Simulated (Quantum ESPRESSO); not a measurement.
Crystal: MgS (Niningerite).

```
S Mg
1.0
     0.00000    2.60165    2.60165
     2.60165    0.00000    2.60165
     2.60165    2.60165    0.00000
S Mg
1 1
Cartesian
  2.6016 2.6016 2.6016
  0.0000 0.0000 0.0000
```

Base run:

| Item | Value |
| --- | --- |
| Program | Quantum ESPRESSO 7.5 |
| Functional | HLE16 |
| Potentials or basis | SG15 PBE 1.2 |
| Cutoff | 952 eV |
| Density cutoff | 3810 eV |
| k mesh | 9 × 9 × 9 |
| Occupations | fermi-dirac, width 0.05 eV |
| Spin | no spin polarisation |

Its results: band gap on the k mesh 4.00 eV, indirect (least direct gap 4.75 eV); pressure -6.9 GPa.

Task: The run is repeated on the same cell with these changes: functional from HLE16 to vdW-DF-cx. What comes out?

Result: Band gap on the k mesh 3.06 eV, indirect (least direct gap 3.79 eV); pressure 0.3 GPa.

Caveats: the potentials were made for another functional, which shifts forces and pressure; the mesh misses the band edges, which the band path finds closer together; the potentials were made for a functional far from this one (some runs).
